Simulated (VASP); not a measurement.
# Ag in VASP: a series of runs, part 3 of 3

VASP 6.6.1.

## 4. Single point, PBE

File INCAR:

```
SYSTEM = Ag
ALGO = Normal
DIPOL = 0.5 0.5 0.500
EDIFF = 1E-6
ENCUT = 520
GGA = PE
ICORELEVEL = 1
IDIPOL = 3
ISIF = 2
ISMEAR = 1
KPAR = 2
LASPH = .True.
LCHARG = .False.
LDIPOL = .True.
LREAL = .False.
LVACPOTAV = .True.
LVHAR = .True.
LWAVE = .False.
NBANDS = 30
NELM = 80
PREC = Accurate
SIGMA = 0.1
```

File KPOINTS:

```
k-points
0
Gamma
  13 9 1
  0 0 0
```

File POSCAR:

```
Ag                                      
1.0
    2.9314808700      0.0000000000      0.0000000000
    0.0000000000      4.1457400000      0.0000000000
    0.0000000000      0.0000000000     19.3972213000
  Ag            
     4
Direct
     0.5000000000000000    0.5000000000000000    0.3926173352248555
     0.0000000000000000    0.0000000000000000    0.4586576347968044
     0.5000000000000000    0.5000000000000000    0.5413423652031957
     0.0000000000000000    0.0000000000000000    0.6073826647751445
```

Potentials or basis: VASP PAW PBE potentials, release 64 (Ag).

Launch:

```
$ cat potpaw_PBE.64/Ag/POTCAR > POTCAR
$ mpirun -np 2 vasp_std > vasp.out
```

OUTCAR:

```text
SYSTEM = Ag
   EDIFF = 1E-6
   ENCUT = 520
   GGA = PE
   ISIF = 2
   ISMEAR = 1
   LASPH = .True.
   LREAL = .False.
   NELM = 80
   PREC = Accurate

 ion  position               nearest neighbor table
   1  0.500  0.500  0.393-   2 2.84   2 2.84   2 2.84   2 2.84   3 2.88
   2  0.000  0.000  0.459-   1 2.84   1 2.84   1 2.84   1 2.84   4 2.88   3 3.00   3 3.00   3 3.00
                             3 3.00
   3  0.500  0.500  0.541-   4 2.84   4 2.84   4 2.84   4 2.84   1 2.88   2 3.00   2 3.00   2 3.00
                             2 3.00
   4  0.000  0.000  0.607-   3 2.84   3 2.84   3 2.84   3 2.84   2 2.88

  LATTYP: Found a simple orthorhombic cell.
 ALAT       =     2.9314808700
 B/A-ratio  =     1.4142135609
 C/A-ratio  =     6.6168677744

  Lattice vectors:

 A1 = (   2.9314808700,   0.0000000000,   0.0000000000)
 A2 = (   0.0000000000,   4.1457400000,   0.0000000000)
 A3 = (   0.0000000000,   0.0000000000,  19.3972213000)

Analysis of symmetry for initial positions (statically):
=====================================================================
 Subroutine PRICEL returns:
 Original cell was already a primitive cell.

 Routine SETGRP: Setting up the symmetry group for a
 simple orthorhombic supercell.

 Subroutine GETGRP returns: Found  8 space group operations
 (whereof  4 operations were pure point group operations)
 out of a pool of  8 trial point group operations.

The static configuration has the point symmetry C_2v.
 The point group associated with its full space group is D_2h.

Analysis of symmetry for dynamics (positions and initial velocities):
=====================================================================
 Subroutine PRICEL returns:
 Original cell was already a primitive cell.

 Routine SETGRP: Setting up the symmetry group for a
 simple orthorhombic supercell.

 Subroutine GETGRP returns: Found  8 space group operations
 (whereof  4 operations were pure point group operations)
 out of a pool of  8 trial point group operations.
[... 144 lines left out ...]

 dipolmoment           0.000000      0.000000     -0.000000 electrons x Angstroem

 number of electron      44.0000006 magnetization

 dipolmoment           0.000000      0.000000      0.000000 electrons x Angstroem

 Free energy of the ion-electron system (eV)
  ---------------------------------------------------
  ext. energy  EPLUGINS =         0.00000000
  ---------------------------------------------------
  free energy    TOTEN  =        -9.54334643 eV

  energy without entropy =       -9.54315297  energy(sigma->0) =       -9.54328194

 the core state eigenenergies are
   1-  1s -25322.3433  2s  -3725.9886  2p  -3341.4945  3s   -680.9027  3p   -554.6692
       3d   -355.7498  4s    -92.1645  4p    -55.6347
   2-  1s -25322.6499  2s  -3726.3122  2p  -3341.8175  3s   -681.2004  3p   -554.9670
       3d   -356.0515  4s    -92.4046  4p    -55.8605
   3-  1s -25322.6499  2s  -3726.3122  2p  -3341.8175  3s   -681.2004  3p   -554.9670
       3d   -356.0515  4s    -92.4046  4p    -55.8605
   4-  1s -25322.3433  2s  -3725.9886  2p  -3341.4945  3s   -680.9027  3p   -554.6692
       3d   -355.7498  4s    -92.1645  4p    -55.6347

 E-fermi :  -0.4740     XC(G=0):  -4.5084

 val. band max:       -0.4758287934   @ k =   0.0769   0.4444   0.0000
 cond. band min:      -0.4236687320   @ k =   0.2308   0.4444   0.0000
 fundamental gap:      0.0521600615
 Fermi energy:        -0.4739821222

 k-point     1 :       0.0000    0.0000    0.0000
  band No.  band energies     occupation
      1      -7.1407      2.00000
      2      -6.3879      2.00000
      3      -6.0822      2.00000
      4      -5.8683      2.00000
      5      -5.5666      2.00000
      6      -5.2728      2.00000
[... 781 lines left out ...]
     29       5.9014      0.00000
     30       6.0352      0.00000

 [... further k-points ...]

------------------------ aborting loop because EDIFF is reached ----------------------------------------

  FORCE on cell =-STRESS in cart. coord.  units (eV):
  Direction    XX          YY          ZZ          XY          YZ          ZX
  --------------------------------------------------------------------------------------
  -------------------------------------------------------------------------------------
  Total       -0.9331974     -0.5328778     -0.0102300      0.0000000      0.0000000      0.0000000
  in kB       -6.3424266     -3.6216761     -0.0695274      0.0000000      0.0000000      0.0000000
  external PRESSURE =      -3.3445434 kB  Pullay stress =       0.0000000 kB

 VOLUME and BASIS-vectors are now :
 -----------------------------------------------------------------------------
  energy-cutoff  :      520.00
  volume of cell :      235.74
      direct lattice vectors                 reciprocal lattice vectors
     2.931480870  0.000000000  0.000000000     0.341124518  0.000000000  0.000000000
     0.000000000  4.145740000  0.000000000     0.000000000  0.241211460  0.000000000
     0.000000000  0.000000000 19.397221300     0.000000000  0.000000000  0.051553776

 POSITION                                       TOTAL-FORCE (eV/Angst)
 -----------------------------------------------------------------------------------
      1.46574      2.07287      7.61569         0.000000      0.000000     -0.006467
      0.00000      0.00000      8.89668         0.000000      0.000000      0.003624
      1.46574      2.07287     10.50054         0.000000      0.000000     -0.003624
      0.00000      0.00000     11.78154         0.000000      0.000000      0.006467
 -----------------------------------------------------------------------------------
    total drift:                                0.000000      0.000000      0.000000

  FREE ENERGIE OF THE ION-ELECTRON SYSTEM (eV)
  ---------------------------------------------------
  free  energy   TOTEN  =        -9.5433464300 eV

  energy  without entropy=       -9.5431529710  energy(sigma->0) =       -9.54328194

 vacuum level on the upper side and lower side of the slab         3.642         3.642
```

stdout:

```text
POSCAR found type information on POSCAR Ag
 POSCAR found :  1 types and       4 ions
 scaLAPACK will be used
 LDA part: xc-table for (Slater+PW92), standard interpolation
 POSCAR, INCAR and KPOINTS ok, starting setup
 FFT: planning ... GRIDC
 FFT: planning ... GRID_SOFT
 FFT: planning ... GRID
 WAVECAR not read
 entering main loop
 -----------------------------------------------------------------------------
|                                                                             |
|           W    W    AA    RRRRR   N    N  II  N    N   GGGG   !!!           |
|           W    W   A  A   R    R  NN   N  II  NN   N  G    G  !!!           |
|           W    W  A    A  R    R  N N  N  II  N N  N  G       !!!           |
|           W WW W  AAAAAA  RRRRR   N  N N  II  N  N N  G  GGG   !            |
|           WW  WW  A    A  R   R   N   NN  II  N   NN  G    G                |
|           W    W  A    A  R    R  N    N  II  N    N   GGGG   !!!           |
|                                                                             |
|     Did not find any points to average over, which means that no vacuum     |
|     field-free region was found. Please increase the size of  your cell     |
|     in the dimension of the dipole correction to obtain accurate            |
|     workfunction values.                                                    |
|                                                                             |
 -----------------------------------------------------------------------------
```

Run time: 56 s. Hardware: 2 MPI ranks of Intel Xeon 6975P-C (Granite Rapids), shared host; peak memory 0.41 GiB.

Results:

* Free energy: -9.5433 eV
* Largest force: 0.006 eV/Å
* Band gap on the k mesh: none (metal or under the smearing width)
* Work function of the upper face: 4.12 eV
* Work function of the lower face: 4.12 eV

Forces in eV/Å, atoms in the order of the input:
```
Ag   0.000  0.000 -0.006
Ag   0.000  0.000  0.004
Ag   0.000  0.000 -0.004
Ag   0.000  0.000  0.006
```

Levels at points of the mesh, in eV from the Fermi level:
| k point | band 20 | band 21 | band 22 | band 23 | band 24 | band 25 |
| --- | --- | --- | --- | --- | --- | --- |
| (0.00, 0.00, 0.00) | -3.05 | -2.76 | -2.63 | -0.37 | 2.39 | 2.87 |

Core levels (eV, on the scale of the bands):
| atom | levels |
| --- | --- |
| 1 Ag | 1s -25322.3, 2s -3726.0, 2p -3341.5, 3s -680.9, 3p -554.7, 3d -355.7, 4s -92.2, 4p -55.6 |
| 2 Ag | 1s -25322.6, 2s -3726.3, 2p -3341.8, 3s -681.2, 3p -555.0, 3d -356.1, 4s -92.4, 4p -55.9 |
| 3 Ag | 1s -25322.6, 2s -3726.3, 2p -3341.8, 3s -681.2, 3p -555.0, 3d -356.1, 4s -92.4, 4p -55.9 |
| 4 Ag | 1s -25322.3, 2s -3726.0, 2p -3341.5, 3s -680.9, 3p -554.7, 3d -355.7, 4s -92.2, 4p -55.6 |
